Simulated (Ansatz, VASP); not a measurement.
# Cross-check of SiC (Moissanite 3C) between VASP and Ansatz

Wanted: the spread between two codes on one cell, functional and k mesh.

Method: plane waves, with VASP 6.6.1 beside it; single point at HSE06, in Ansatz 0.2.0.

## Step 1: The starting structure

It takes space group F-43m (No. 216, cubic). Conventional cell: a = 4.358 Å, b = 4.358 Å, c = 4.358 Å, α = 90.00°, β = 90.00°, γ = 90.00°. Nearest to Si lie 4 C at 1.89 Å. Nearest to C lie 4 Si at 1.89 Å. Farther neighbours are not listed.

## Step 2: Ansatz: single point, HSE06

Ansatz runs on its default PAW (the set named soft_2) files.

A single point gives forces, pressure and levels at one fixed geometry, so differences don't come from the geometry; what else differs is listed under the comparison.

input.yaml

```yaml
crystal:
  lattice:
    - [0.0, 2.179, 2.179]
    - [2.179, 0.0, 2.179]
    - [2.179, 2.179, 0.0]
  atoms:
    - { symbol: Si, position: [0.0, 0.0, 0.0] }
    - { symbol: C, position: [0.25, 0.25, 0.25] }
hamiltonian:
  xc: { exchange: pbe, correlation: pbe, exx: { coeff: 0.25, omega: 0.2 } }
  pseudopotentials: { kind: paw }
kpoints:
  mp_grid: { grid: [6, 6, 6] }
scf:
  occupations: { method: gaussian, width: 0.01 }
  n_extra_bands: 4
output:
  forces: true
  stress: true
  eigenvalues: true
```

Launch:

```sh
$ ansatz run input.yaml --threads 4 --pin off --max-ram 9216MiB --backend cpu --events-out ev --progress --plain --runs-dir out
```

Numbers of over 12 decimals in the logs are rounded to 6 here.

The log of the run:

```text
Warning: output.stress: scf.convergence.dr2_threshold = 1e-7 eV (the SCF's general default) is looser than the 2e-10 eV advised for a printed stress (1e-10 eV for each atom of the cell: 2). What an SCF threshold leaves in a stress goes as its square root, and in the free energy as the threshold itself, and one threshold admits the most on a small cell: [figures from the program's tests cut] Set scf.convergence.dr2_threshold to 2e-10 eV or tighter. The threshold is an SCF's pass mark: one that does not reach it within its budget of iterations ends unconverged, or closes short of it on a stop that the run arms, and scf.convergence.dr2_threshold's page says what that costs each kind of run
Warning: output.stress: scf.exx.energy_threshold = 1e-6 eV is looser than the 2e-8 eV advised for a stress under a hybrid functional (1e-8 eV for each atom of the cell: 2). Every SCF of the exchange loop can meet its threshold on dr2 while the loop round them stops early: no threshold on dr2 bounds what that leaves in the stress. Set scf.exx.energy_threshold to 2e-8 eV or tighter. The threshold is the loop's pass mark: a loop that does not reach it within its budget of cycles ends unconverged, and scf.exx.energy_threshold's page has the law
scf.n_extra_bands = 4 over 4 filled bands (N_el = 8.0): the run solves 8 bands
Engine: ansatz 0.2.0, aarch64-unknown-linux-gnu
Pseudopotentials: kind: paw
Pseudopotential: Si, paw, valence charge 4, recommended cutoff 420 eV (normal), Si.paw.azcp
Pseudopotential: C, paw, valence charge 4, recommended cutoff 420 eV (normal), C.paw.azcp
Functional definition: unnamed
  parameter a_1 = 0.25
  parameter omega_1 = 0.2/angstrom
  exchange = pbe_x + (-a_1)*pbe_x_sr(omega_1) + a_1*exact_x_sr(omega_1)
  correlation = pbe_c
Crystal: 2 atoms, lattice volume = 20.692 Å³
Basis set: ecut = 420 eV, 411 PW (Γ), exchange–correlation on 48×48×48 points (8 copies of the dense FFT grid, shifted against one another)
Bands: 8, of which v1, the nominal top of the filled ones, is band 4 counted from 1 (3 counted from 0)
Symmetry: 24 space group operations
Space group: F-43m (ITA 216), of the structure as read, at distance tolerance 2.7e-5 Å
k-points: 16 of 216 (time reversal used)
Non-local potential: Si, projectors of the file, l = 0: 2, l = 1: 2, l = 2: 2
Non-local potential: C, projectors of the file, l = 0: 2, l = 1: 2, l = 2: 1
PAW form: soft (Blöchl's): semilocal exchange-correlation on the pseudo side does not see the compensation charge
PAW frozen core: Si, regenerated for the run's functional, and the local potential with it (the file was generated under x = pbe(κ = 0.804, μ = 0.219515), c = pbe(β = 0.066725))
PAW frozen core: C, regenerated for the run's functional, and the local potential with it (the file was generated under x = pbe(κ = 0.804, μ = 0.219515), c = pbe(β = 0.066725))
PAW one-centre angular grid: Si, 110 points (default); XC on 64 Gauss nodes
PAW one-centre angular grid: C, 110 points (default); XC on 64 Gauss nodes
Initial density: superposition of atomic densities (neutral atoms: chi_scale 0, normalization atom), corrected by the library's trained network
Initial wavefunctions: pseudopotential atomic-orbital guess
Functional: x = pbe(κ = 0.804, μ = 0.219515), c = pbe(β = 0.066725), warm-up for x = pbe(κ = 0.804, μ = 0.219515) + 0.25 (exact − pbe) at short range (hse, ω = 0.2 Å⁻¹), c = pbe(β = 0.066725)
SCF iter   1: F=—  HF=-887.142370 eV  |F-HF|=—  |Δ(HF+E_count)|=         —  Δρ=1.49e-3  dr2=3.45e-4  ethr=1.77e-3  ⟨swp⟩=6.2  Hψ=608  notcnv=0
preconditioner: auto → none  [insulator: Δε(μ)=1.335 eV  Ē_g=14.042 eV  σ=0.010 eV  W_gap=1.00  n_scr=0 (ndim 8)  ℏωp=23.1 eV  f_vac=0.000  D(μ)=0.00/eV (n_scr^D=0)]
iter 2 solved again at ethr=2.74e-7 eV; its pass at ethr=4.31e-6 eV (dr2=2.19e-5 eV) is discarded
SCF iter   2: F=-887.142484 eV  HF=-887.142441 eV  |F-HF|=4.29e-5  |Δ(HF+E_count)|=   7.14e-5  Δρ=5.67e-4  dr2=2.24e-5  ethr=2.74e-7  ⟨swp⟩=2.0  Hψ=575  notcnv=0
SCF 1 stopped early in 2 iterations: F = -887.142484 eV  dr2 = 2.24e-5
  greatest PAW one-centre occupation: 0.644 electrons in one spin orbital (limit 2), on the C atom at site 1 (counted from 0), in its partial waves of l = 0
Initial density: handed on by an earlier stage of this run
Initial wavefunctions: those handed on with the density
Functional: x = pbe(κ = 0.804, μ = 0.219515) + 0.25 (exact − pbe) at short range (hse, ω = 0.2 Å⁻¹), c = pbe(β = 0.066725)
Exchange kernel: α = 0.2500, screened, ω = 0.2000 Å⁻¹, Wigner–Seitz truncation, v(0) = 1121.4450 eV·Å³, q-mesh 6×6×6, nearest image of the exchange supercell L = 18.49 Å, pair-density grid 12×12×12, without the augmentation charges, whose exchange is taken in its separable form by FFT convolution over the k-point mesh (sized by the pseudopotential files, 18×18×18 at the most), smooth part of the exact exchange by density-matrix convolution
Frozen-core exchange: fock
SCF iter   1: F=—  HF=-887.786477 eV  |F-HF|=—  |Δ(HF+E_count)|=         —  Δρ=5.54e-3  dr2=3.96e-3  ethr=2.80e-6  ⟨swp⟩=6.2  Hψ=642  notcnv=0
preconditioner: auto → none  [insulator: Δε(μ)=2.213 eV  Ē_g=16.017 eV  σ=0.010 eV  W_gap=1.00  n_scr=0 (ndim 8)  ℏωp=23.1 eV  f_vac=0.000  D(μ)=0.00/eV (n_scr^D=0)]
SCF iter   2: F=—  HF=-887.784917 eV  |F-HF|=—  |Δ(HF+E_count)|=   1.56e-3  Δρ=2.58e-3  dr2=8.88e-4  ethr=2.80e-6  ⟨swp⟩=3.0  Hψ=345  notcnv=0
SCF iter   3: F=—  HF=-887.786896 eV  |F-HF|=—  |Δ(HF+E_count)|=   1.98e-3  Δρ=7.03e-4  dr2=1.14e-4  ethr=2.80e-6  ⟨swp⟩=3.4  Hψ=357  notcnv=0
SCF iter   4: F=—  HF=-887.786863 eV  |F-HF|=—  |Δ(HF+E_count)|=   3.33e-5  Δρ=2.17e-4  dr2=1.22e-5  ethr=1.29e-6  ⟨swp⟩=3.0  Hψ=245  notcnv=0
SCF iter   5: F=-887.786878 eV  HF=-887.786879 eV  |F-HF|=5.32e-7  |Δ(HF+E_count)|=   1.59e-5  Δρ=9.28e-5  dr2=1.43e-6  ethr=1.24e-7  ⟨swp⟩=2.9  Hψ=238  notcnv=0
SCF 2 stopped early in 5 iterations: F = -887.786878 eV  dr2 = 1.43e-6
  greatest PAW one-centre occupation: 0.646 electrons in one spin orbital (limit 2), on the C atom at site 1 (counted from 0), in its partial waves of l = 0
hybrid outer 1: dexx = +2.449e-3 eV, tail = 5.05e-6 eV
Exchange kernel: α = 0.2500, screened, ω = 0.2000 Å⁻¹, Wigner–Seitz truncation, v(0) = 1121.4450 eV·Å³, q-mesh 6×6×6, nearest image of the exchange supercell L = 18.49 Å, pair-density grid 12×12×12, without the augmentation charges, whose exchange is taken in its separable form by FFT convolution over the k-point mesh (sized by the pseudopotential files, 18×18×18 at the most), smooth part of the exact exchange by density-matrix convolution
Frozen-core exchange: fock
SCF iter   1: F=—  HF=-887.786868 eV  |F-HF|=—  |Δ(HF+E_count)|=         —  Δρ=3.30e-5  dr2=2.00e-7  ethr=3.15e-7  ⟨swp⟩=3.5  Hψ=321  notcnv=0
preconditioner: auto → none  [insulator: Δε(μ)=2.248 eV  Ē_g=16.021 eV  σ=0.010 eV  W_gap=1.00  n_scr=0 (ndim 8)  ℏωp=23.1 eV  f_vac=0.000  D(μ)=0.00/eV (n_scr^D=0)]
SCF iter   2: F=-887.786868 eV  HF=-887.786868 eV  |F-HF|=6.48e-10  |Δ(HF+E_count)|=   4.77e-8  Δρ=8.19e-6  dr2=1.08e-8  ethr=2.45e-9  ⟨swp⟩=2.9  Hψ=219  notcnv=0
SCF 3 converged in 2 iterations: F = -887.786868 eV  dr2 = 1.08e-8
  Residual-converged pass: ⟨swp⟩=3.2  Hψ=261  notcnv=0  max |occ|·‖R‖ = 2.4e-6 eV (tolerance 2.4e-6 eV)  dr2=1.05e-8  dr2_onsite=3.23e-10  max |Δocc| = 0.0e0
hybrid outer 2: dexx = +2.910e-8 eV, tail = 2.27e-8 eV, Δε = 1.24e-3 eV (about 1.25e-4 eV left of the loop's levels)
hybrid SCF converged: 2 outer / 7 inner (+2 warm-up), last move |dexx| = 2.91e-8 eV, tail = 2.27e-8 eV
Stability not checked: this state was not tested for a lower state beside it, because the functional holds exact exchange (a hybrid, or Hartree-Fock), whose exchange loop this test does not read (fock_operator; see scf.lower_state_search)
Free energy (F): -887.786868 eV
Frozen-core exchange: fock
Harris-Foulkes:  -887.786868 eV  (|F-HF|=6.48e-10)
Internal energy: -887.786868 eV  (E = F + TS)
E sigma→0 (E₀):  -887.786868 eV
Fermi energy:    9.987585 eV
--- Per-component energies (eV) ---
  E_band       = 19.045238
  E_kinetic    = 135.744515
  E_local      = -103.338708  (includes V_loc(G=0)·N_el)
  E_nonlocal   = 50.549901
  E_hartree    = 32.166207
  E_xc         = -85.581190
  E_vxc        = -88.231947  (∫ρ·V_xc dr)
  E_exx        = -15.321964  (= α·E_x^exact, valence–valence)
  E_paw        = -617.145459  (= ΣΔE_a)
  E_vpaw       = -9.366302  (= ΣTr[D̂ρ^β])
  E_aug_tail   = 0.000011  (compensation charges beyond the density's cutoff)
  E_ewald      = -284.783780
  E_core_change = -0.076398  (= ΣΔE_core)
  E_smearing   = -0.000000  (= −TS)
  E_closure    = -0.000003  (closes the sum)
  Σ components = -887.786868   (vs F -887.786868, Δ=0.00e0)
--- Forces (eV/Å), atoms counted from 1 ---
  atom   1  Si     0.00000000    -0.00000000    -0.00000000
  atom   2  C     -0.00000000    -0.00000000     0.00000000
  max |Σ_I F_I| component: 1.85e-16 eV/Å
--- Stress (GPa, compression-positive) ---
       -1.406494      -0.000000      -0.000000
       -0.000000      -1.406494       0.000000
       -0.000000       0.000000      -1.406494
  P = ⅓ Tr σ = -1.4065 GPa (-14.065 kbar)
--- Band table (eV; the first three rows and the last of 16) ---
  k-point 0: bands = ["-8.1161", "8.8637", "8.8637", "8.8637", "16.4028", "17.4836", "17.4836", "17.4836"]
  k-point 1: bands = ["-7.5304", "6.2833", "8.5064", "8.5064", "16.4774", "18.0486", "18.0486", "18.6627"]
  k-point 2: bands = ["-5.8750", "2.0879", "7.9407", "7.9407", "15.7790", "17.8220", "17.8220", "20.3340"]
  k-point 15: bands = ["-2.5311", "0.8936", "3.9482", "4.1372", "13.9030", "17.2101", "21.2912", "22.7365"]
```

The job ended after 2.7 s (4 threads of Arm Neoverse V2, shared host; peak memory 0.58 GiB).

In the SCF lines HF is the Harris–Foulkes energy and dr2 the Hartree energy of the density residual, in eV; the loop may stop once dr2 is under the threshold and the program's other checks hold. Hψ counts applications of the Hamiltonian.

The run ends at a pressure of -1.41 GPa.

## Step 3: VASP: single point, HSE06

The same cell, functional, mesh and smearing now go to VASP, with its own data sets and cutoff.

Lines of VASP's logs that name or quote its potential files are left out, and so is its time.

The run reads the wave functions of an earlier VASP run, which isn't shown here.

INCAR

```
SYSTEM = SiC
PREC = Accurate
ENCUT = 440
EDIFF = 1E-08
NELM = 100
ISMEAR = 0
SIGMA = 0.01
LREAL = .FALSE.
ALGO = Normal
LHFCALC = .TRUE.
AEXX = 0.25
GGA = PE
HFSCREEN = 0.2
LASPH = .TRUE.
NBANDS = 10
PRECFOCK = Fast
LORBIT = 11
LWAVE = .TRUE.
LCHARG = .FALSE.
KPAR = 8
```

POSCAR

```
SiC
1.0
    0.0000000000      2.1790000000      2.1790000000
    2.1790000000      0.0000000000      2.1790000000
    2.1790000000      2.1790000000      0.0000000000
Si C
1 1
Direct
    0.0000000000      0.0000000000      0.0000000000
    0.2500000000      0.2500000000      0.2500000000
```

KPOINTS

```
Automatic mesh
0
Gamma
6 6 6
0 0 0
```

PAW data sets: Si_GW and C_GW (PBE family, release 64).

Launch:

```sh
$ mpirun -np 8 vasp_std
```

The log of the run:

```text
[banner, memory and clock lines left out]
running    8 mpi-ranks, on    1 nodes
 distrk:  each k-point on    1 cores,    8 groups
 distr:  one band on    1 cores,    1 groups

 POSCAR found type information on POSCAR SiC
 POSCAR found :  2 types and       2 ions
|                                                                             |
|           W    W    AA    RRRRR   N    N  II  N    N   GGGG   !!!           |
|           W    W   A  A   R    R  NN   N  II  NN   N  G    G  !!!           |
|           W    W  A    A  R    R  N N  N  II  N N  N  G       !!!           |
|           W WW W  AAAAAA  RRRRR   N  N N  II  N  N N  G  GGG   !            |
|           WW  WW  A    A  R   R   N   NN  II  N   NN  G    G                |
|           W    W  A    A  R    R  N    N  II  N    N   GGGG   !!!           |
|                                                                             |
|     For optimal performance we recommend to set                             |
|       NCORE = 2 up to number-of-cores-per-socket                            |
|     NCORE specifies how many cores store one orbital (NPAR=cpu/NCORE).      |
|     This setting can greatly improve the performance of VASP for DFT.       |
|     The default, NCORE=1 might be grossly inefficient on modern             |
|     multi-core architectures or massively parallel machines. Do your        |
|     Unfortunately you need to use the default for GW and RPA                |
|     calculations (for HF NCORE is supported but not extensively tested      |
|     yet).                                                                   |
|                                                                             |

 LDA part: xc-table for (Slater+PW92), standard interpolation
 found WAVECAR, reading the header
 POSCAR, INCAR and KPOINTS ok, starting setup
 FFT: planning ... GRIDC
 FFT: planning ... GRID_SOFT
 FFT: planning ... GRID
 reading WAVECAR
 the WAVECAR file was read successfully
 initial charge from wavefunction
 entering main loop
       N       E                     dE             d eps       ncg     rms          rms(c)
DAV:   1    -0.174197961102E+02   -0.17420E+02   -0.29623E-01   388   0.582E+00    0.256E-01
DAV:   2    -0.174211084012E+02   -0.13123E-02   -0.37315E-03   372   0.462E-01    0.173E-01
DAV:   3    -0.174206357982E+02    0.47260E-03   -0.27331E-04   454   0.142E-01    0.103E-01
DAV:   4    -0.174204716032E+02    0.16420E-03   -0.74052E-05   440   0.839E-02    0.611E-02
DAV:   5    -0.174204192765E+02    0.52327E-04   -0.22517E-05   436   0.496E-02    0.360E-02
DAV:   6    -0.174204014919E+02    0.17785E-04   -0.66062E-06   462   0.292E-02    0.211E-02
DAV:   7    -0.174203955237E+02    0.59682E-05   -0.20324E-06   458   0.167E-02    0.124E-02
DAV:   8    -0.174203936075E+02    0.19162E-05   -0.64422E-07   430   0.952E-03    0.726E-03
DAV:   9    -0.174203931697E+02    0.43787E-06   -0.21024E-07   458   0.540E-03    0.428E-03
DAV:  10    -0.174203932425E+02   -0.72821E-07   -0.68968E-08   412   0.309E-03    0.252E-03
DAV:  11    -0.174203931468E+02    0.95686E-07   -0.23528E-08   322   0.181E-03    0.149E-03
DAV:  12    -0.174203930160E+02    0.13083E-06   -0.70473E-09   182   0.105E-03    0.889E-04
DAV:  13    -0.174203929874E+02    0.28583E-07   -0.35742E-09   178   0.616E-04    0.525E-04
DAV:  14    -0.174203929909E+02   -0.35002E-08   -0.16008E-09   178   0.446E-04
   1 F= -.17420393E+02 E0= -.17420393E+02  d E =-.136615E-39
 writing wavefunctions
```

OUTCAR, selected parts (step 3):

```text
ion  position               nearest neighbor table
   1  0.000  0.000  0.000-   2 1.89   2 1.89   2 1.89   2 1.89
   2  0.250  0.250  0.250-   1 1.89   1 1.89   1 1.89   1 1.89

  LATTYP: Found a face centered cubic cell.
 ALAT       =     4.3580000000

 Subroutine GETGRP returns: Found 24 space group operations
 (whereof 24 operations were pure point group operations)

The static configuration has the point symmetry T_d .

 Found     16 irreducible k-points:

   k-points           NKPTS =     16   k-points in BZ     NKDIM =    216   number of bands    NBANDS=     10

   dimension x,y,z NGX =    24 NGY =   24 NGZ =   24
   dimension x,y,z NGXF=    48 NGYF=   48 NGZF=   48

   ENCUT  =  440.0 eV  32.34 Ry    5.69 a.u.   5.27  5.27  5.27*2*pi/ulx,y,z

   NELECT =       8.0000    total number of electrons

 k-points in reciprocal lattice and weights: Automatic mesh
   0.00000000  0.00000000  0.00000000       0.005
   0.16666667  0.00000000  0.00000000       0.037
   0.33333333  0.00000000  0.00000000       0.037
   0.50000000  0.00000000  0.00000000       0.019
   0.16666667  0.16666667  0.00000000       0.028
   0.33333333  0.16666667  0.00000000       0.111
   0.50000000  0.16666667  0.00000000       0.111
  -0.33333333  0.16666667  0.00000000       0.111
  -0.16666667  0.16666667  0.00000000       0.056
[...]
-0.33333333  0.33333333  0.16666667       0.111
  -0.33333333  0.50000000  0.16666667       0.056

  exchange ACFDT corr.  =         0.00000000  see jH, gK, PRB 81, 115126

 average (electrostatic) potential at core
       1 -60.7685       2 -41.4560

 E-fermi :   7.2395

 k-point     1 :       0.0000    0.0000    0.0000
  band No.  band energies     occupation
      1      -9.8394      2.00000
      2       7.1488      2.00000
      3       7.1488      2.00000
      4       7.1488      2.00000
      5      14.6905      0.00000
      6      15.7475      0.00000
      7      15.7475      0.00000
      8      15.7475      0.00000
      9      23.2085      0.00000
    ...

 k-point     2 :       0.1667    0.0000    0.0000
  band No.  band energies     occupation
      1      -9.2542      2.00000
      2       4.5614      2.00000
      3       6.7886      2.00000
      4       6.7886      2.00000
      5      14.7516      0.00000
      6      16.3142      0.00000
      7      16.3142      0.00000
      8      16.9418      0.00000
      9      21.5771      0.00000
    ...

 k-point     3 :       0.3333    0.0000    0.0000
  band No.  band energies     occupation
      1      -7.5996      2.00000
      2       0.3651      2.00000
      3       6.2222      2.00000
      4       6.2223      2.00000
      5      14.0488      0.00000
      6      16.0945      0.00000
      7      16.0945      0.00000
      8      18.6254      0.00000
      9      23.0151      0.00000
    ...

  energy-cutoff  :      440.00
  volume of cell :       20.69
      direct lattice vectors                 reciprocal lattice vectors
     0.000000000  2.179000000  2.179000000    -0.229463056  0.229463056  0.229463056
     2.179000000  0.000000000  2.179000000     0.229463056 -0.229463056  0.229463056
     2.179000000  2.179000000  0.000000000     0.229463056  0.229463056 -0.229463056

 POSITION                                       TOTAL-FORCE (eV/Angst)
 -----------------------------------------------------------------------------------
      0.00000      0.00000      0.00000         0.000000     -0.000000      0.000000
      1.08950      1.08950      1.08950        -0.000000      0.000000     -0.000000
 -----------------------------------------------------------------------------------
    total drift:                                0.000001     -0.000000      0.000000

  FREE ENERGIE OF THE ION-ELECTRON SYSTEM (eV)
  ---------------------------------------------------
  free  energy   TOTEN  =       -17.4203929909 eV

  energy  without entropy=      -17.4203929909  energy(sigma->0) =      -17.42039299

 total charge
# of ion       s       p       d       tot
------------------------------------------
    1        0.680   0.955   0.214   1.849
    2        0.810   1.680   0.000   2.491
--------------------------------------------------
tot          1.491   2.635   0.214   4.340

[... 3 further parts left out ...]
```

## Step 4: Side by side

Known differences besides the potentials themselves: exact exchange at q = 0 is treated differently, which shows on coarse meshes; VASP keeps PBE cores, Ansatz makes them for the functional; the cutoff is 420 eV in Ansatz and 440 eV in VASP; VASP takes a coarser grid for exact exchange (PRECFOCK = Fast). Total energies have different zeros and are not compared.

Both answers:

| quantity | Ansatz | VASP | difference |
| --- | --- | --- | --- |
| gap on the k mesh (eV) | 2.248 | 2.244 | +0.004 |

A gap on the mesh is an upper bound, since the band edges may lie between its points.

## Step 5: Results

| Property | Result |
| --- | --- |
| difference in gap on the k mesh (single point, HSE06) | 0.0038 eV |

The difference in gap on the k mesh is 0.0038 eV (single point, HSE06), within the 0.08 eV picked in this series as the mark of a large difference. How closely two codes agree says nothing of how well the functional describes the real material.

[Lines on the potential files, build, host, timing and source positions are cut from VASP's logs without a mark.]

[Logs are printed without paths, hosts, clocks, repeated set-up lines and the standing remarks that a program may print on its own settings, such as how far it seeks lower states.]

[Hosts, paths, dates, database ids (printed as entryN), source tags and the programs' standing remarks are cut or masked in the printed files.]
